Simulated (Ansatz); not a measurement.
# Rh(111) / 1 layer Re(0001) / Rh(111): resistance against film thickness, part 2 of 2

How does the resistance across the layers grow with the film in Rh(111) / 1 layer Re(0001) / Rh(111)?

Ansatz 0.2.0; Ansatz plane-wave DFT, PBE, PAW files; ballistic transport by layer matching (Landauer), zero bias.

So far. Step 2 (With 1 layer): The lead's potential steps by 7.1 meV from period to period, small in itself. The program estimates the junction's conductance to 3.9 % from the k-mesh, 0 % from the leads' distance from neutral and 38 % from their steps; more lead layers would test the latter.

### 3. With 3 layers, k-mesh 16×16×1, film layers 3

The stack now holds 3 film layers; the k-mesh follows the cell, and the energies span -0.27 to 0.27 eV.

System of this step: Rh(111) / 3 layers Re(0001) / Rh(111). The cell holds 11 atoms: 8 Rh and 3 Re. Its edges and angles: a = 2.689 Å, b = 2.689 Å, c = 24.614 Å, α = 90.0°, β = 90.0°, γ = 120.0°. It derives from Rh and Re. Regions: lead, 8 atoms (8 Rh); films, 3 atoms (3 Re). The structure is stacked along c, and the current runs across the ab planes.

input.yaml reads:

```yaml
crystal:
  lattice:
    - [2.6891977995, 0.0, 0.0]
    - [-1.3445988998, 2.3289136102, 0.0]
    - [0.0, 0.0, 24.6139175491]
  atoms:
    - { symbol: Rh, position: [0.0, 0.0, 0.0446032373] }
    - { symbol: Rh, position: [0.3333333333, 0.6666666667, 0.1338097118] }
    - { symbol: Rh, position: [0.6666666667, 0.3333333333, 0.2230161863] }
    - { symbol: Rh, position: [0.0, 0.0, 0.3122226608] }
    - { symbol: Re, position: [0.3333333333, 0.6666666667, 0.4045505987] }
    - { symbol: Re, position: [0.6666666667, 0.3333333333, 0.5] }
    - { symbol: Re, position: [0.3333333333, 0.6666666667, 0.5954494013] }
    - { symbol: Rh, position: [0.6666666667, 0.3333333333, 0.6877773392] }
    - { symbol: Rh, position: [0.0, 0.0, 0.7769838137] }
    - { symbol: Rh, position: [0.3333333333, 0.6666666667, 0.8661902882] }
    - { symbol: Rh, position: [0.6666666667, 0.3333333333, 0.9553967627] }
kpoints:
  mp_grid: { grid: [16, 16, 1] }
hamiltonian:
  xc: pbe
scf:
  occupations: { method: fermi_dirac, width: 0.1 }
output:
  transmission:
    leads: [[0, 1]]
    kmesh: [32, 32]
    e_range: [-0.27, 0.27]
    de: 0.036
  write_potential: true
  write_density: true
  volumetric_format: npy
```

On the command line:

```
$ ansatz run input.yaml --threads 4 --pin off --max-ram 8192MiB --backend cpu --events-out ev --progress --plain --runs-dir out
```

Numbers of over 12 decimals in the logs are rounded to 6 here.

The log of the run:

```text
[...]
Crystal: 11 atoms, lattice volume = 154.155 Å³
Basis set: ecut = 420 eV, 3065 PW (Γ)
Bands: 109, of which v1, the nominal top of the filled ones, is band 91 counted from 1 (90 counted from 0)
Symmetry: 6 space group operations
[...]
k-points: 30 of 256 (time reversal used)
[...]
--- Transmission ---
  basis      : 55 plane waves across, 44 finite elements along
  points     : 102, standing for a mesh of 32 x 32
[...]
filled         : 0.3 meV under the level at which it is neutral
    channels       : 1.792969e0 a spin
[...]
slowest decay  : 0.0326 /Å at (0.4062, 0.1875)
  junction   : crystal 0 to crystal 0, 0.70 to 23.12 Å
    transmission   : 5.833770e-1 a spin
[...]
resistance     : 9.2606e-4 Ω µm² beyond half of each lead's own
[key lines of the parts left out:]
SCF converged after 9 iterations
Free energy (F): -83827.472665 eV
Fermi energy:    22.917592 eV
```

The job ended after 64 s (4 threads of Arm Neoverse V2, shared host; peak memory 0.83 GiB; 3.6 min of CPU time).

Numbers from this step:

```
free energy                                                                : -83827.4727 eV
energy at zero smearing                                                    : -83827.2618 eV
Fermi energy                                                               : 22.92 eV
step of the lead's potential                                               : 6.9 meV
estimated errors of the lead's conductance                                 : 0, 2.9, 0 % (band edges, k-mesh, distance from neutral)
lead conductance per cell                                                  : 1.802 G₀
conductance of the junction                                                : 7.28e14 S/m²
junction conductance per cell                                              : 0.5881 G₀
estimated errors of the junction's conductance                             : 0.2, 0.3, 5.3, 5.9, 0 % (energy step, band edges, k-mesh, leads' steps, distance from neutral)
area resistance that the stack adds (contact term taken off, spin by spin) : 0.9261 fΩ m²
```

Per spin. Transmission, zone mean against energy, zero at the Fermi level:

```
energy (eV)  transmission, zone mean
     -0.270                    0.683
     -0.234                    0.671
     -0.198                    0.670
     -0.162                    0.664
     -0.126                    0.653
     -0.090                    0.633
     -0.054                    0.599
     -0.018                    0.589
      0.018                    0.583
      0.054                    0.576
      0.090                    0.571
      0.126                    0.547
      0.162                    0.558
      0.198                    0.560
      0.234                    0.562
      0.270                    0.570
```

The conductance of the junction is 7.3e14 S/m², 31 % under the 1.1e15 S/m² of the last finished run.

### 4. With 5 layers, k-mesh 16×16×1, film layers 5

The stack now holds 5 film layers; the k-mesh follows the cell, and the energies span -0.27 to 0.27 eV.

System of this step: Rh(111) / 5 layers Re(0001) / Rh(111). The cell holds 13 atoms: 8 Rh and 5 Re. Cell: a = 2.689 Å, b = 2.689 Å, c = 29.313 Å, α = 90.0°, β = 90.0°, γ = 120.0°. It derives from Rh and Re. Regions: lead, 8 atoms (8 Rh); films, 5 atoms (5 Re). The structure is stacked along c, and the current runs across the ab planes.

input.yaml, the sections that differ from step 3:

```yaml
crystal:
  lattice:
    - [2.6891977995, 0.0, 0.0]
    - [-1.3445988998, 2.3289136102, 0.0]
    - [0.0, 0.0, 29.3126849351]
  atoms:
    - { symbol: Rh, position: [0.0, 0.0, 0.0374534236] }
    - { symbol: Rh, position: [0.3333333333, 0.6666666667, 0.1123602707] }
    - { symbol: Rh, position: [0.6666666667, 0.3333333333, 0.1872671178] }
    - { symbol: Rh, position: [0.0, 0.0, 0.2621739649] }
    - { symbol: Re, position: [0.3333333333, 0.6666666667, 0.3397019107] }
    - { symbol: Re, position: [0.6666666667, 0.3333333333, 0.4198509554] }
    - { symbol: Re, position: [0.3333333333, 0.6666666667, 0.5] }
    - { symbol: Re, position: [0.6666666667, 0.3333333333, 0.5801490446] }
    - { symbol: Re, position: [0.3333333333, 0.6666666667, 0.6602980893] }
    - { symbol: Rh, position: [0.6666666667, 0.3333333333, 0.7378260351] }
    - { symbol: Rh, position: [0.0, 0.0, 0.8127328822] }
    - { symbol: Rh, position: [0.3333333333, 0.6666666667, 0.8876397293] }
    - { symbol: Rh, position: [0.6666666667, 0.3333333333, 0.9625465764] }
# kpoints, hamiltonian, scf, output: as in step 3
```

The log of the run:

```text
[...]
Crystal: 13 atoms, lattice volume = 183.583 Å³
Basis set: ecut = 420 eV, 3643 PW (Γ)
Bands: 127, of which v1, the nominal top of the filled ones, is band 106 counted from 1 (105 counted from 0)
Symmetry: 6 space group operations
[...]
k-points: 30 of 256 (time reversal used)
[...]
--- Transmission ---
  basis      : 55 plane waves across, 52 finite elements along
  points     : 102, standing for a mesh of 32 x 32
[...]
filled         : 3.9 meV under the level at which it is neutral
    channels       : 1.804688e0 a spin
[...]
slowest decay  : 0.0461 /Å at (0.4062, 0.1875)
  junction   : crystal 0 to crystal 0, 0.70 to 27.81 Å
    transmission   : 6.197765e-1 a spin
[...]
resistance     : 8.6411e-4 Ω µm² beyond half of each lead's own
[key lines of the parts left out:]
SCF converged after 9 iterations
Free energy (F): -105563.436311 eV
Fermi energy:    23.110043 eV
```

It took 78 s on 4 threads; peak memory 1 GiB; 4.5 min of CPU time.

Numbers from this step:

* free energy: -105563.4363 eV
* energy at zero smearing: -105563.1976 eV
* Fermi energy: 23.11 eV
* step of the lead's potential: 5.9 meV
* estimated errors of the lead's conductance: 0, 2.9, 0.1 % (band edges, k-mesh, distance from neutral)
* lead conductance per cell: 1.801 G₀
* conductance of the junction: 7.62e14 S/m²
* junction conductance per cell: 0.6157 G₀
* estimated errors of the junction's conductance: 0.2, 0.6, 6.4, 5.9, 0.1 % (energy step, band edges, k-mesh, leads' steps, distance from neutral)
* area resistance that the stack adds (contact term taken off, spin by spin): 0.8641 fΩ m²

Per spin. The transmission, zone mean by energy, zero at the Fermi level:

```
energy (eV)  transmission, zone mean
     -0.270                    0.569
     -0.234                    0.560
     -0.198                    0.598
     -0.162                    0.614
     -0.126                    0.609
     -0.090                    0.605
     -0.054                    0.610
     -0.018                    0.613
      0.018                    0.620
      0.054                    0.626
      0.090                    0.622
      0.126                    0.574
      0.162                    0.548
      0.198                    0.558
      0.234                    0.550
      0.270                    0.546
```

The conductance of the junction is 7.6e14 S/m², 4.7 % over the 7.3e14 S/m² of the last finished run, within the error estimates, leads' steps apart, of 5.3 and 6.4 %.

### 5. With 7 layers, k-mesh 16×16×1, film layers 7

The stack now holds 7 film layers; the k-mesh follows the cell, and the energies span -0.27 to 0.27 eV.

System of this step: Rh(111) / 7 layers Re(0001) / Rh(111). The cell holds 15 atoms: 8 Rh and 7 Re. Cell: a = 2.689 Å, b = 2.689 Å, c = 34.011 Å, α = 90.0°, β = 90.0°, γ = 120.0°. It derives from Rh and Re. Regions: lead, 8 atoms (8 Rh); films, 7 atoms (7 Re). The structure is stacked along c, and the current runs across the ab planes.

input.yaml reads:

```yaml
crystal:
  lattice:
    - [2.6891977995, 0.0, 0.0]
    - [-1.3445988998, 2.3289136102, 0.0]
    - [0.0, 0.0, 34.0114523211]
  atoms:
    - { symbol: Rh, position: [0.0, 0.0, 0.0322791392] }
    - { symbol: Rh, position: [0.3333333333, 0.6666666667, 0.0968374176] }
    - { symbol: Rh, position: [0.6666666667, 0.3333333333, 0.1613956961] }
    - { symbol: Rh, position: [0.0, 0.0, 0.2259539745] }
    - { symbol: Re, position: [0.3333333333, 0.6666666667, 0.2927712403] }
    - { symbol: Re, position: [0.6666666667, 0.3333333333, 0.3618474936] }
    - { symbol: Re, position: [0.3333333333, 0.6666666667, 0.4309237468] }
    - { symbol: Re, position: [0.6666666667, 0.3333333333, 0.5] }
    - { symbol: Re, position: [0.3333333333, 0.6666666667, 0.5690762532] }
    - { symbol: Re, position: [0.6666666667, 0.3333333333, 0.6381525064] }
    - { symbol: Re, position: [0.3333333333, 0.6666666667, 0.7072287597] }
    - { symbol: Rh, position: [0.6666666667, 0.3333333333, 0.7740460255] }
    - { symbol: Rh, position: [0.0, 0.0, 0.8386043039] }
    - { symbol: Rh, position: [0.3333333333, 0.6666666667, 0.9031625824] }
    - { symbol: Rh, position: [0.6666666667, 0.3333333333, 0.9677208608] }
kpoints:
  mp_grid: { grid: [16, 16, 1] }
hamiltonian:
  xc: pbe
scf:
  occupations: { method: fermi_dirac, width: 0.1 }
output:
  transmission:
    leads: [[0, 1]]
    kmesh: [32, 32]
    e_range: [-0.27, 0.27]
    de: 0.036
  write_potential: true
  write_density: true
  volumetric_format: npy
```

The log of the run:

```text
[...]
Crystal: 15 atoms, lattice volume = 213.011 Å³
Basis set: ecut = 420 eV, 4211 PW (Γ)
Bands: 145, of which v1, the nominal top of the filled ones, is band 121 counted from 1 (120 counted from 0)
Symmetry: 6 space group operations
[...]
k-points: 30 of 256 (time reversal used)
[...]
--- Transmission ---
  basis      : 55 plane waves across, 60 finite elements along
  points     : 102, standing for a mesh of 32 x 32
[...]
filled         : 0.1 meV under the level at which it is neutral
    channels       : 1.792969e0 a spin
[...]
slowest decay  : 0.0312 /Å at (0.4062, 0.1875)
  junction   : crystal 0 to crystal 0, 0.70 to 32.51 Å
    transmission   : 5.701409e-1 a spin
[...]
resistance     : 9.8189e-4 Ω µm² beyond half of each lead's own
[key lines of the parts left out:]
SCF converged after 9 iterations
Free energy (F): -127299.413215 eV
Fermi energy:    23.259318 eV
```

Run time: 92 s. Hardware: 4 threads; peak memory 1.3 GiB; 5.4 min of CPU time.

Numbers from this step:

```
free energy                                                                : -127299.4132 eV
energy at zero smearing                                                    : -127299.1433 eV
Fermi energy                                                               : 23.26 eV
step of the lead's potential                                               : 7.2 meV
estimated errors of the lead's conductance                                 : 0, 2.9, 0 % (band edges, k-mesh, distance from neutral)
lead conductance per cell                                                  : 1.803 G₀
conductance of the junction                                                : 6.99e14 S/m²
junction conductance per cell                                              : 0.5652 G₀
estimated errors of the junction's conductance                             : 0.1, 0.4, 6.4, 7.8, 0 % (energy step, band edges, k-mesh, leads' steps, distance from neutral)
area resistance that the stack adds (contact term taken off, spin by spin) : 0.9819 fΩ m²
```

Per spin. Transmission, zone mean against energy, zero at the Fermi level:

```
energy (eV)  transmission, zone mean
     -0.270                    0.599
     -0.234                    0.563
     -0.198                    0.572
     -0.162                    0.549
     -0.126                    0.527
     -0.090                    0.527
     -0.054                    0.526
     -0.018                    0.561
      0.018                    0.570
      0.054                    0.588
      0.090                    0.626
      0.126                    0.635
      0.162                    0.649
      0.198                    0.661
      0.234                    0.652
      0.270                    0.625
```

The conductance of the junction is 7.0e14 S/m², 8.2 % under the 7.6e14 S/m² of the last finished run, no more than the error estimates, leads' steps apart, of 6.4 and 6.4 % together.

### 6. With 9 layers, k-mesh 16×16×1, film layers 9

The stack now holds 9 film layers; the k-mesh follows the cell, and the energies span -0.27 to 0.27 eV.

System of this step: Rh(111) / 9 layers Re(0001) / Rh(111). The cell holds 17 atoms: 8 Rh and 9 Re. Its edges and angles: a = 2.689 Å, b = 2.689 Å, c = 38.710 Å, α = 90.0°, β = 90.0°, γ = 120.0°. It derives from Rh and Re. Regions: lead, 8 atoms (8 Rh); films, 9 atoms (9 Re). The structure is stacked along c, and the current runs across the ab planes.

input.yaml reads:

```yaml
crystal:
  lattice:
    - [2.6891977995, 0.0, 0.0]
    - [-1.3445988998, 2.3289136102, 0.0]
    - [0.0, 0.0, 38.7102197071]
  atoms:
    - { symbol: Rh, position: [0.0, 0.0, 0.0283609965] }
    - { symbol: Rh, position: [0.3333333333, 0.6666666667, 0.0850829894] }
    - { symbol: Rh, position: [0.6666666667, 0.3333333333, 0.1418049823] }
    - { symbol: Rh, position: [0.0, 0.0, 0.1985269753] }
    - { symbol: Re, position: [0.3333333333, 0.6666666667, 0.2572337527] }
    - { symbol: Re, position: [0.6666666667, 0.3333333333, 0.3179253145] }
    - { symbol: Re, position: [0.3333333333, 0.6666666667, 0.3786168763] }
    - { symbol: Re, position: [0.6666666667, 0.3333333333, 0.4393084382] }
    - { symbol: Re, position: [0.3333333333, 0.6666666667, 0.5] }
    - { symbol: Re, position: [0.6666666667, 0.3333333333, 0.5606915618] }
    - { symbol: Re, position: [0.3333333333, 0.6666666667, 0.6213831237] }
    - { symbol: Re, position: [0.6666666667, 0.3333333333, 0.6820746855] }
    - { symbol: Re, position: [0.3333333333, 0.6666666667, 0.7427662473] }
    - { symbol: Rh, position: [0.6666666667, 0.3333333333, 0.8014730247] }
    - { symbol: Rh, position: [0.0, 0.0, 0.8581950177] }
    - { symbol: Rh, position: [0.3333333333, 0.6666666667, 0.9149170106] }
    - { symbol: Rh, position: [0.6666666667, 0.3333333333, 0.9716390035] }
kpoints:
  mp_grid: { grid: [16, 16, 1] }
hamiltonian:
  xc: pbe
scf:
  occupations: { method: fermi_dirac, width: 0.1 }
output:
  transmission:
    leads: [[0, 1]]
    kmesh: [32, 32]
    e_range: [-0.27, 0.27]
    de: 0.036
  write_potential: true
  write_density: true
  volumetric_format: npy
```

The log of the run:

```text
[...]
Crystal: 17 atoms, lattice volume = 242.439 Å³
Basis set: ecut = 420 eV, 4815 PW (Γ)
Bands: 163, of which v1, the nominal top of the filled ones, is band 136 counted from 1 (135 counted from 0)
Symmetry: 6 space group operations
[...]
k-points: 30 of 256 (time reversal used)
[...]
--- Transmission ---
  basis      : 55 plane waves across, 70 finite elements along
  points     : 102, standing for a mesh of 32 x 32
[...]
filled         : 3.9 meV under the level at which it is neutral
    channels       : 1.804688e0 a spin
[...]
slowest decay  : 0.0460 /Å at (0.4062, 0.1875)
  junction   : crystal 0 to crystal 0, 0.70 to 37.21 Å
    transmission   : 5.334049e-1 a spin
[...]
resistance     : 1.0803e-3 Ω µm² beyond half of each lead's own
[key lines of the parts left out:]
SCF converged after 8 iterations
Free energy (F): -149035.394719 eV
Fermi energy:    23.360230 eV
```

Elapsed: 1.9 min, on 4 threads; peak memory 1.6 GiB.

This step gave:

| Item | Value |
| --- | --- |
| free energy | -149035.3947 eV |
| energy at zero smearing | -149035.0981 eV |
| Fermi energy | 23.36 eV |
| step of the lead's potential | 7.7 meV |
| estimated errors of the lead's conductance | 0, 2.9, 0.1 % (band edges, k-mesh, distance from neutral) |
| lead conductance per cell | 1.801 G₀ |
| conductance of the junction | 6.54e14 S/m² |
| junction conductance per cell | 0.5286 G₀ |
| estimated errors of the junction's conductance | 0, 0.5, 6.7, 8.5, 0.3 % (energy step, band edges, k-mesh, leads' steps, distance from neutral) |
| area resistance that the stack adds (contact term taken off, spin by spin) | 1.080 fΩ m² |

Per spin. The transmission, zone mean by energy, zero at the Fermi level:

```
energy (eV)  transmission, zone mean
     -0.270                    0.544
     -0.234                    0.556
     -0.198                    0.576
     -0.162                    0.576
     -0.126                    0.528
     -0.090                    0.514
     -0.054                    0.511
     -0.018                    0.514
      0.018                    0.533
      0.054                    0.548
      0.090                    0.592
      0.126                    0.587
      0.162                    0.614
      0.198                    0.627
      0.234                    0.630
      0.270                    0.629
```

The conductance of the junction is 6.5e14 S/m², 6.5 % under the 7.0e14 S/m² of the last finished run, within the error estimates, leads' steps apart, of 6.4 and 6.7 %.

### 7. The ladder

Times are for 4 threads of Arm Neoverse V2, shared host. The series side by side:

```
no.  film layers  area resistance that the stack adds (contact term taken off, spin by spin) (fΩ m²)  conductance of the junction (S/m²)     time  memory (GiB)
  1            1                                                                              0.4968                             1.06e15  1.8 min          0.81
  2            3                                                                              0.9261                             7.28e14     64 s          0.83
  3            5                                                                              0.8641                             7.62e14     78 s           1.0
  4            7                                                                              0.9819                             6.99e14     92 s           1.3
  5            9                                                                               1.080                             6.54e14  1.9 min           1.6
```

### 8. Outcome

```yaml
area_resistance_1_layer: 0.497 fΩ m²
area_resistance_3_layers: 0.926 fΩ m²
area_resistance_5_layers: 0.864 fΩ m²
area_resistance_7_layers: 0.982 fΩ m²
area_resistance_9_layers: 1.08 fΩ m²
```

The stack adds 0.50 fΩ m² with 1 layer and 1.1 fΩ m² with 9. From 3 to 9 layers it grows by 17 %, though no single step exceeds the two runs' error estimates together; nothing scatters inside a perfect film, so this is no ohmic growth. Atoms sit on ideal sites and aren't relaxed. Spin-orbit coupling is left out, which matters for Re. The program's estimate of the error from the leads' steps alone runs to 38 %, although the steps are small; only longer leads would test it. Re(0001) is compressed by 2.6 % in plane to fit Rh(111). 1 further run is left out: refused by the program, or repeats without effect or without named leads.

[Logs are printed without paths, hosts, clocks, repeated set-up lines and the standing remarks that a program may print on its own settings, such as how far it seeks lower states.]

[Hosts, paths, dates, database ids (printed as entryN), source tags and the programs' standing remarks are cut or masked in the printed files.]
